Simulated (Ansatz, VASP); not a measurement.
# MgS (Niningerite): VASP beside Ansatz

The input INCAR:

```
SYSTEM = MgS
PREC = Accurate ; ENCUT = 520
EDIFF = 1E-7 ; ISMEAR = 0
SIGMA = 0.01 ; LREAL = .FALSE.
LASPH = .TRUE. ; NELM = 80
ALGO = Normal ; ISIF = 2
LWAVE = .FALSE. ; LCHARG = .TRUE.
GGA = PE ; LELF = .TRUE.
LVHAR = .TRUE. ; NBANDS = 11
```

The input KPOINTS:

```
Automatic mesh
0
G
  4 4 4
  0 0 0
```

Contents of POSCAR:

```
MgS
1.0
    0.0000000000      2.6016500000      2.6016500000
    2.6016500000      0.0000000000      2.6016500000
    2.6016500000      2.6016500000      0.0000000000
Mg S
1 1
Direct
    0.0000000000      0.0000000000      0.0000000000
    0.5000000000      0.5000000000      0.5000000000
```

Input for Ansatz:

```yaml
crystal:
  lattice:
    - [0.0, 2.60165, 2.60165]
    - [2.60165, 0.0, 2.60165]
    - [2.60165, 2.60165, 0.0]
  atoms:
    - { symbol: Mg, position: [0.0, 0.0, 0.0] }
    - { symbol: S, position: [0.5, 0.5, 0.5] }
kpoints:
  mp_grid:
    grid: [4, 4, 4]
hamiltonian:
  xc: pbe
scf:
  occupations:
    method: fixed
gw:
  n_empty_bands: 60
  ecut_chi: 100.0
  qp_bands: [v3, c1]
```

Alike in both runs: task single point; functional PBE; k mesh 4 × 4 × 4; no spin polarisation.

|  | VASP | Ansatz |
| --- | --- | --- |
| version | VASP 6.6.1 | Ansatz 0.2.0 |
| potentials or method | VASP PAW PBE potentials, release 64 (Mg, S) | plane waves, PAW |
| plane-wave cutoff (eV) | 520 | 420 |
| occupations | gaussian, width 0.01 eV | fixed |
| valence electrons in the cell | 8 | 16 |

Ansatz gave:

* gap on the k mesh at the Fermi level (eV): 2.77

**Question.** Which values does VASP return?

**Answer.** gap on the k mesh at the Fermi level (eV): 2.75.

The two sets of potentials don't hold the same shells in valence.

Caveats: the k mesh is coarse (spacing up to 0.52 Å⁻¹), so the values aren't converged. A k mesh can miss the band edges.
